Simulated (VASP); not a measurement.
**MgO in VASP 6.6.1, single-point calculation**

INCAR

```
LREAL = .FALSE.
IBRION = -1
NBANDS = 11
NELM = 120
BMIX = 0.0001
NELECT = 9
AMIX = 0.2
LASPH = .TRUE.
LCHARG = .FALSE.
NSW = 0
EDIFF = 1E-7
METAGGA = SCAN
PREC = Accurate
ISIF = 2
ISMEAR = -1
LWAVE = .FALSE.
SIGMA = 0.02
ENCUT = 520
```

KPOINTS

```
KPOINTS created by Atomic Simulation Environment
0
Gamma
10 10 10
0 0 0
```

POSCAR

```
Mg O
 1.0000000000000000
     0.0000000000000000    2.0391023929999998    2.0391023929999998
     2.0391023929999998    0.0000000000000000    2.0391023929999998
     2.0391023929999998    2.0391023929999998    0.0000000000000000
 Mg  O
   1   1
Cartesian
  0.0000000000000000  0.0000000000000000  0.0000000000000000
  2.0391023929999998  2.0391023929999998  2.0391023929999998
```

The recommended PBE PAW datasets give the neutral cell 8 valence electrons.

Command

```
mpirun -np 1 vasp_std
```

OSZICAR

```
N       E                     dE             d eps       ncg     rms          rms(c)
DAV:   1     0.189811644941E+02    0.18981E+02   -0.53962E+03  1234   0.722E+02
DAV:   2    -0.897069833529E+01   -0.27952E+02   -0.27079E+02  1202   0.155E+02
DAV:   3    -0.948138433972E+01   -0.51069E+00   -0.51027E+00  1231   0.176E+01
DAV:   4    -0.948258868894E+01   -0.12043E-02   -0.12043E-02  1142   0.985E-01
DAV:   5    -0.948259260440E+01   -0.39155E-05   -0.39142E-05  1217   0.564E-02    0.921E+00
DAV:   6    -0.484204963685E+01    0.46405E+01   -0.40601E+00  1091   0.121E+01    0.386E+00
DAV:   7    -0.448161143174E+01    0.36044E+00   -0.25165E+00  1121   0.118E+01    0.142E+00
DAV:   8    -0.448905164989E+01   -0.74402E-02   -0.38966E-02  1142   0.171E+00    0.984E-01
DAV:   9    -0.447880970657E+01    0.10242E-01   -0.25077E-02  1061   0.177E+00    0.135E-01
DAV:  10    -0.447831575572E+01    0.49395E-03   -0.30373E-03  1085   0.429E-01    0.280E-02
DAV:  11    -0.447835567959E+01   -0.39924E-04   -0.14666E-04  1148   0.118E-01    0.263E-02
DAV:  12    -0.447831656836E+01    0.39111E-04   -0.47061E-05  1115   0.546E-02    0.484E-03
DAV:  13    -0.447831278055E+01    0.37878E-05   -0.45724E-06  1085   0.210E-02    0.155E-03
DAV:  14    -0.447831289736E+01   -0.11681E-06   -0.45161E-07  1148   0.571E-03    0.217E-03
DAV:  15    -0.447831193307E+01    0.96428E-06   -0.43310E-07  1079   0.553E-03    0.196E-04
DAV:  16    -0.447831168958E+01    0.24349E-06   -0.17996E-08   571   0.129E-03    0.388E-04
DAV:  17    -0.447831176952E+01   -0.79941E-07   -0.38751E-09   556   0.644E-04
   1 F= -.44783118E+01 E0= -.44773043E+01  d E =-.201484E-02
```

From OUTCAR

```
k-points           NKPTS =     47   k-points in BZ     NKDIM =     47   number of bands    NBANDS=     11

   NELECT =       9.0000    total number of electrons

   dimension x,y,z NGX =    24 NGY =   24 NGZ =   24
   dimension x,y,z NGXF=    48 NGYF=   48 NGZF=   48

  energy-cutoff  :      520.00
  volume of cell :       16.96
      direct lattice vectors                 reciprocal lattice vectors
     0.000000000  2.039102393  2.039102393    -0.245205931  0.245205931  0.245205931
     2.039102393  0.000000000  2.039102393     0.245205931 -0.245205931  0.245205931
     2.039102393  2.039102393  0.000000000     0.245205931  0.245205931 -0.245205931

 k-points in reciprocal lattice and weights: KPOINTS created by Atomic Simulation Env
   0.00000000  0.00000000  0.00000000       0.001
   0.10000000  0.00000000  0.00000000       0.008
   0.20000000  0.00000000  0.00000000       0.008
   0.30000000  0.00000000  0.00000000       0.008
   0.40000000  0.00000000  0.00000000       0.008
   0.50000000  0.00000000  0.00000000       0.004
   0.10000000  0.10000000  0.00000000       0.006
   0.20000000  0.10000000  0.00000000       0.024
   ...

 E-fermi :  13.0853

 k-point     1 :       0.0000    0.0000    0.0000
  band No.  band energies     occupation
      1     -15.7156      2.00000
      2       3.3729      2.00000
      3       3.3729      2.00000
      4       3.3730      2.00000
      5       8.7186      2.00000
      6      19.7796      0.00000
      7      19.7796      0.00000
      8      19.7796      0.00000
      9      23.4331      0.00000
     10      26.3764      0.00000
     11      26.3764      0.00000

 k-point     2 :       0.1000    0.0000    0.0000
  band No.  band energies     occupation
      1     -15.5824      2.00000
      2       2.5833      2.00000
      3       3.2829      2.00000
      4       3.2829      2.00000
      5       9.4325      2.00000
      6      18.2878      0.00000
      7      20.0801      0.00000
      8      20.0801      0.00000
      9      25.5745      0.00000
     10      25.7679      0.00000
     11      25.7679      0.00000

 k-point     3 :       0.2000    0.0000    0.0000
  band No.  band energies     occupation
      1     -15.2132      2.00000
      2       0.9832      2.00000
      3       3.0562      2.00000
      4       3.0563      2.00000
      5      10.6891      2.00000
      6      16.7606      0.00000
      7      20.7556      0.00000
      8      20.7556      0.00000
      9      25.0898      0.00000
     10      25.0898      0.00000
     11      27.6529      0.00000

 k-point     4 :       0.3000    0.0000    0.0000
  band No.  band energies     occupation
      1     -14.7072      2.00000
      2      -0.6315      2.00000
      3       2.7920      2.00000
      4       2.7921      2.00000
      5      11.4051      2.00000
      6      16.4848      0.00000
      7      21.1487      0.00000
      8      21.1487      0.00000
      9      25.4997      0.00000
     10      25.4997      0.00000
     11      27.2461      0.00000

 k-point     5 :       0.4000    0.0000    0.0000
  band No.  band energies     occupation
      1     -14.2447      2.00000
      2      -1.8269      2.00000
      3       2.5895      2.00000
      4       2.5896      2.00000
      5      11.4550      2.00000
      6      17.0999      0.00000
      7      21.0826      0.00000
      8      21.0826      0.00000
      9      26.5873      0.00000
     10      26.8863      0.00000
     11      26.8863      0.00000

 ...

  Total       18.4023769     18.4023769     18.4023769     -0.0000000      0.0000000     -0.0000000
  in kB     1738.7510475   1738.7510475   1738.7510475     -0.0000000      0.0000000     -0.0000000
  external PRESSURE =    1738.7510475 kB  Pullay stress =       0.0000000 kB

 POSITION                                       TOTAL-FORCE (eV/Angst)
 -----------------------------------------------------------------------------------
      0.00000      0.00000      0.00000        -0.000000      0.000000     -0.000000
      2.03910      2.03910      2.03910         0.000000     -0.000000      0.000000
 -----------------------------------------------------------------------------------
    total drift:                               -0.000000     -0.000000      0.000000

  FREE ENERGIE OF THE ION-ELECTRON SYSTEM (eV)
  ---------------------------------------------------
  free  energy   TOTEN  =        -4.4783117695 eV

  energy  without entropy=       -4.4762969264  energy(sigma->0) =       -4.47730435
```

It converged. Results: pressure 173.9 GPa.

The cell is charged and sits in a uniform background.

For comparison, a separate PBE run of the intended cell, on usual settings and not on those above, gives a gap of 5.73 eV on its mesh and a pressure of 23.8 GPa.

The run above took about 40 s on one core of a shared host (Intel Xeon Platinum 8488C) and held 0.15 GiB at most.
